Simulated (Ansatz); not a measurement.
# Zr2S: the cost of one run

Method: DFT PBE, scalar-relativistic, plane waves, PAW, in Ansatz 0.2.0.

**1. Starting point**

It takes space group P4/nmm (No. 129, tetragonal). Conventional cell: a = 4.996 Å, b = 4.996 Å, c = 4.997 Å, α = 90.00°, β = 90.00°, γ = 90.00°. Zr (site symmetry 4mm) has 1 S at 1.83 Å as nearest neighbours. Zr (site symmetry -4m2) is surrounded by 4 Zr at 2.53 Å and 4 S at 2.87 Å. S (site symmetry 4mm) has 1 Zr at 1.83 Å as nearest neighbours.

Structure file:

```cif
data_structure
_symmetry_space_group_name_H-M 'P4/nmm:1'
_symmetry_Int_Tables_number 129
_cell_length_a 4.9962
_cell_length_b 4.9962
_cell_length_c 4.9972
_cell_angle_alpha 90.000
_cell_angle_beta 90.000
_cell_angle_gamma 90.000
_cell_volume 124.74
loop_
_atom_site_label
_atom_site_type_symbol
_atom_site_symmetry_multiplicity
_atom_site_Wyckoff_symbol
_atom_site_fract_x
_atom_site_fract_y
_atom_site_fract_z
_atom_site_occupancy
Zr1 Zr 2 c 0.50000 0.00000 0.08368 1
Zr2 Zr 2 a 0.50000 0.50000 0.00000 1
S1 S 2 c 0.50000 0.00000 0.71824 1
```

The cell is invented: random cell by space group and Wyckoff sites (P4/nmm, No. 129). The dimensions are guesses.

**2. A first look at the guess**

File input.yaml:

```yaml
crystal:
  lattice:
    - [4.99622019, 0.0, 0.0]
    - [0.0, 4.99622019, 0.0]
    - [0.0, 0.0, 4.99717611]
  atoms:
    - { symbol: Zr, position: [0.5, 0.0, 0.08367802] }
    - { symbol: Zr, position: [0.0, 0.5, 0.91632198] }
    - { symbol: Zr, position: [0.5, 0.5, 0.0] }
    - { symbol: Zr, position: [0.0, 0.0, 0.0] }
    - { symbol: S, position: [0.5, 0.0, 0.71823883] }
    - { symbol: S, position: [0.0, 0.5, 0.28176117] }
basis:
  ecutwfc: 420
kpoints:
  mp_grid: { grid: [4, 4, 4] }
hamiltonian:
  xc: pbe
scf:
  occupations: { method: gaussian, width: 0.1 }
  lower_state_search: "off"
output:
  forces: true
  stress: true
  eigenvalues: true
```

On the command line:

```bash
$ ansatz run input.yaml --threads 1 --pin off --max-ram 2560MiB --backend cpu --events-out ev --progress --plain --runs-dir out
```

What time and memory should one allow on 1 thread of Arm Neoverse V2, shared host?

About 5.8 s, with a peak of 0.38 GiB.
